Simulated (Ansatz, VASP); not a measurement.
# CdH6: VASP beside Ansatz

```xyz
7
Lattice="3.8490 0.0000 0.0000 0.0000 3.8490 0.0000 0.0000 0.0000 7.1692" Properties=species:S:1:pos:R:3 pbc="T T T"
Cd    1.9245    1.9245    3.5846
H     3.4752    1.9245    0.0000
H     0.3738    1.9245    0.0000
H     1.9245    3.4752    0.0000
H     1.9245    0.3738    0.0000
H     0.0000    1.9245    3.5846
H     1.9245    0.0000    3.5846
```

Alike in both runs: task relaxation of cell and atoms; functional PBE; k mesh 8 × 8 × 4; occupations gaussian, width 0.02 eV; no spin polarisation.

|  | VASP | Ansatz |
| --- | --- | --- |
| version | VASP 6.6.1 | Ansatz 0.2.0 |
| potentials or method | VASP PAW PBE potentials, release 64 (Cd, H) | scalar-relativistic, plane waves, PAW |
| plane-wave cutoff (eV) | 600 | 420 |
| valence electrons in the cell | 18 | 26 |

|  | VASP | Ansatz | Ansatz less VASP |
| --- | --- | --- | --- |
| gap on the k mesh at the Fermi level, each at its own relaxed structure (eV) | none | none | - |
| relaxed volume (Å³/atom) | 15.31 | 15.77 | +0.461 |
| relaxed cell length with the largest relative difference (Å) | 7.175 | 7.404 | +0.2289 |

A gap of «none» marks a metal or a gap that the smearing closes. The two sets of potentials don't hold the same shells in valence.
